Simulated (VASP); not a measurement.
# Li: molecular dynamics with a thermostat

Li, I-43d (no. 220), 16 atoms in the cell. PBE, molecular dynamics; PAW potentials Li (PBE set).

Ensemble: Nose-Hoover chain; Target temperature (K): 1600.

## Input

INCAR:
```
GGA = PE
PREC = Normal
ENCUT = 200
EDIFF = 1E-6
NELMIN = 4
NELM = 60
ALGO = Fast
LREAL = Auto
LASPH = T
ISMEAR = -1
SIGMA = 0.069
ISYM = 0
LWAVE = F
LCHARG = F
IBRION = 0
NSW = 60
POTIM = 1.0
TEBEG = 1600
ISIF = 2
RANDOM_SEED = 658175 0 0
MDALGO = 4
NHC_NCHAINS = 3
NHC_PERIOD = 30
KPAR = 2
```

KPOINTS:
```
k-points
0
Monkhorst-Pack
  2 2 2
```

POSCAR:
```
Li
1.0
    6.8648002000      0.0000000000      0.0000000000
    0.0000000000      6.8648002000      0.0000000000
    0.0000000000      0.0000000000      6.8648002000
Li
16
Direct
    0.0057997150      0.5057997150      0.9942002850
    0.7557997150      0.2557997150      0.2442002850
    0.2442002850      0.2442002850      0.2442002850
    0.9942002850      0.0057997150      0.5057997150
    0.5057997150      0.9942002850      0.0057997150
    0.4942002850      0.4942002850      0.4942002850
    0.2557997150      0.2442002850      0.7557997150
    0.2442002850      0.7557997150      0.2557997150
    0.5057997150      0.0057997150      0.4942002850
    0.2557997150      0.7557997150      0.7442002850
    0.7442002850      0.7442002850      0.7442002850
    0.4942002850      0.5057997150      0.0057997150
    0.0057997150      0.4942002850      0.5057997150
    0.9942002850      0.9942002850      0.9942002850
    0.7557997150      0.7442002850      0.2557997150
    0.7442002850      0.2557997150      0.7557997150
```

Commands:
```
cat potpaw_PBE.64/Li/POTCAR > POTCAR
mpirun -np 2 vasp_std > vasp.out
```

## Result

- Mean temperature (K): 994
- Standard error of the mean temperature (K): 143
- Relative fluctuation of the kinetic energy: 0.300
- Canonical value of that fluctuation: 0.211
- Rise of the mean potential energy above the start (meV/atom): 101.9
- Electronic steps per ionic step after the first: 4.1

Course of the run:

| Time (fs) | Temperature (K) | Potential energy less the first (meV/atom) |
|---|---|---|
| 1 | 1600 | 0.0 |
| 6 | 1532 | 8.2 |
| 10 | 1390 | 25.8 |
| 15 | 1136 | 58.1 |
| 19 | 918 | 87.0 |
| 24 | 699 | 118.5 |
| 28 | 608 | 134.7 |
| 33 | 618 | 142.5 |
| 37 | 701 | 141.6 |
| 42 | 842 | 137.6 |
| 46 | 939 | 135.6 |
| 51 | 1022 | 135.9 |
| 55 | 1063 | 138.1 |
| 60 | 1086 | 144.3 |

REPORT:
```
MDALGO =   4
           NHC_NCHAINS =   3
            NHC_PERIOD =    30
            NHC_NRESPA =    1
                NHC_NS =  1
               SCALING =       0
                 CNEXP =     9.000   14.000
           RANDOM_SEED =            658175                0                0

   original number of atomic DOF:         45
   number of independent constraints:      0
   number of active DOF:                  45

========================================
         MD step No.       1
========================================

  Atomic velocities initialized by STEP_tb

  >Nose-Hoover_chains
                       xs       vs(fs^-1)
   nhc_s>  -0.37887603E-08  -0.15153463E-07
   nhc_s>  -0.13889371E-03  -0.55559414E-03
   nhc_s>  -0.13888889E-03  -0.55547839E-03

  >Energies
                    E_tot             E_pot             E_kin               EPS                ES
   e_b>   -0.27046841E+02   -0.30149016E+02    0.31021743E+01    0.38296833E-04   -0.38323664E-04

  >Temperature
               T_sim     T_inst
   tmprt>   1600.000   1599.956

           RANDOM_SEED =            658175               96                0

[... steps left out ...]

========================================
         MD step No.      60
========================================

  >Nose-Hoover_chains
                       xs       vs(fs^-1)
   nhc_s>  -0.41608851E+00  -0.68394614E-02
   nhc_s>   0.15754382E+01   0.43975099E-01
   nhc_s>   0.49509608E+00   0.10881339E+00

  >Energies
                    E_tot             E_pot             E_kin               EPS                ES
   e_b>   -0.27045588E+02   -0.27840184E+02    0.21055167E+01    0.98522673E+00   -0.22961471E+01

  >Temperature
               T_sim     T_inst
   tmprt>   1600.000   1085.927

           RANDOM_SEED =            658175               96                0
```

OSZICAR:
```
N       E                     dE             d eps       ncg     rms          rms(c)
DAV:   1    -0.193579043168E+02   -0.19358E+02   -0.22264E+03   136   0.280E+02
DAV:   2    -0.296793036630E+02   -0.10321E+02   -0.92573E+01   189   0.393E+01
DAV:   3    -0.301683787808E+02   -0.48908E+00   -0.47223E+00   166   0.797E+00
DAV:   4    -0.301759281360E+02   -0.75494E-02   -0.75441E-02   176   0.125E+00
DAV:   5    -0.301760762912E+02   -0.14816E-03   -0.14815E-03   164   0.159E-01    0.561E-01
RMM:   6    -0.301599362142E+02    0.16140E-01   -0.80695E-04   136   0.128E-01    0.368E-01
RMM:   7    -0.301493927841E+02    0.10543E-01   -0.23780E-03   136   0.236E-01    0.179E-02
RMM:   8    -0.301490299927E+02    0.36279E-03   -0.21843E-04   136   0.107E-01    0.403E-03
RMM:   9    -0.301490150212E+02    0.14971E-04   -0.37695E-05   128   0.358E-02    0.176E-03
RMM:  10    -0.301490155889E+02   -0.56770E-06   -0.34372E-06   120   0.118E-02
      1 T=  1600. E= -.27046841E+02 F= -.30149016E+02 E0= -.30004135E+02  EK= 0.31022E+01 SP= -.38E-04 SK= 0.38E-04
       N       E                     dE             d eps       ncg     rms          rms(c)
[... left out ...]
     58 T=  1081. E= -.27031360E+02 F= -.27888474E+02 E0= -.27818876E+02  EK= 0.21109E+01 SP= -.23E+01 SK= 0.10E+01
     59 T=  1084. E= -.27031250E+02 F= -.27865940E+02 E0= -.27796566E+02  EK= 0.21169E+01 SP= -.23E+01 SK= 0.99E+00
[... last step whole ...]
       N       E                     dE             d eps       ncg     rms          rms(c)
DAV:   1    -0.278401825436E+02    0.25757E-01   -0.94520E-04   230   0.135E-01    0.579E-04
RMM:   2    -0.278401840070E+02   -0.14634E-05   -0.14716E-05   136   0.211E-02    0.439E-04
RMM:   3    -0.278401841780E+02   -0.17099E-06   -0.17088E-06    93   0.688E-03    0.359E-04
RMM:   4    -0.278401842163E+02   -0.38299E-07   -0.42276E-07    76   0.315E-03
     60 T=  1086. E= -.27031105E+02 F= -.27840184E+02 E0= -.27770966E+02  EK= 0.21200E+01 SP= -.23E+01 SK= 0.99E+00
```

Limits: 60 fs of 16 atoms are too short for converged averages.

VASP 6.6.1 took 98 s on 2 cores (AMD EPYC 7R13 (Zen 3)), a shared host.
